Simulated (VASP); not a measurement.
## A VASP 6.6.1 single-point calculation on BaTiO3

INCAR

```
LCHARG = .FALSE.
SIGMA = 0.02
LASPH = .TRUE.
NELM = 60
NBANDS = 22
PREC = Medium
ISIF = 2
NSW = 0
ISMEAR = -1
ENCUT = 520
IBRION = -1
EDIFF = 1E-7
LWAVE = .FALSE.
LREAL = .FALSE.
GGA = PE
IVDW = 21
```

KPOINTS

```
KPOINTS created by Atomic Simulation Environment
0
Gamma
6 6 6
0 0 0
```

POSCAR

```
Ba Ti O
 1.0000000000000000
     3.9940965203762495   -0.0000000000000000    0.0000000000000000
     0.0000000000000000    3.9940965203762495    0.0000000000000000
     0.0000000000000000    0.0000000000000000    3.9940965203762495
 Ba  Ti  O
   1   1   3
Cartesian
 -0.0000000000000000  0.0000000000000000 -0.0000000000000000
  1.9970482601881248  1.9970482601881248  1.9970482601881248
  1.9970482601881248  1.9970482601881248  0.0000000000000000
  1.9970482601881248 -0.0000000000000000  1.9970482601881248
  0.0000000000000000  1.9970482601881248  1.9970482601881248
```

The recommended PBE PAW datasets give the neutral cell 40 valence electrons.

Command

```
mpirun -np 1 vasp_std
```

How does this run end, and what does it give?

It converged. Results: gap between bands v and c on the k mesh 1.76 eV; least direct gap on the k mesh 1.90 eV; pressure 0.1 GPa. Band v is the last that the valence electrons fill when counted band by band, and c is the next.

OSZICAR

```
N       E                     dE             d eps       ncg     rms          rms(c)
DAV:   1     0.492486664938E+03    0.49249E+03   -0.21729E+04   880   0.199E+03
DAV:   2     0.144864343640E+02   -0.47800E+03   -0.47226E+03  1090   0.541E+02
DAV:   3    -0.482390087504E+02   -0.62725E+02   -0.60729E+02  1346   0.169E+02
DAV:   4    -0.508453785492E+02   -0.26064E+01   -0.26057E+01  1172   0.351E+01
DAV:   5    -0.509405765332E+02   -0.95198E-01   -0.95192E-01  1264   0.503E+00    0.230E+01
DAV:   6    -0.402418063387E+02    0.10699E+02   -0.81715E+01  1260   0.844E+01    0.102E+01
DAV:   7    -0.400608995770E+02    0.18091E+00   -0.11466E+01  1104   0.255E+01    0.579E+00
DAV:   8    -0.400609806494E+02   -0.81072E-04   -0.28417E+00  1058   0.150E+01    0.308E+00
DAV:   9    -0.399591634618E+02    0.10182E+00   -0.62262E-01  1114   0.681E+00    0.999E-01
DAV:  10    -0.399558228497E+02    0.33406E-02   -0.75347E-02  1108   0.273E+00    0.299E-01
DAV:  11    -0.399544933803E+02    0.13295E-02   -0.16263E-02  1270   0.804E-01    0.822E-02
DAV:  12    -0.399547625514E+02   -0.26917E-03   -0.36489E-03  1134   0.538E-01    0.129E-01
DAV:  13    -0.399545218997E+02    0.24065E-03   -0.18326E-03  1250   0.339E-01    0.904E-03
DAV:  14    -0.399545260752E+02   -0.41755E-05   -0.46746E-05  1180   0.592E-02    0.787E-03
DAV:  15    -0.399545267495E+02   -0.67435E-06   -0.50981E-06  1200   0.173E-02    0.439E-03
DAV:  16    -0.399545262765E+02    0.47303E-06   -0.21016E-06  1224   0.127E-02    0.835E-04
DAV:  17    -0.399545262739E+02    0.25798E-08   -0.96542E-08   720   0.291E-03
   1 F= -.41104065E+02 E0= -.41104065E+02  d E =-.179957E-13
```

For comparison, a separate PBE run of the intended cell, on usual settings and not on those above, gives a gap of 1.76 eV on its mesh and a pressure of 5.0 GPa.
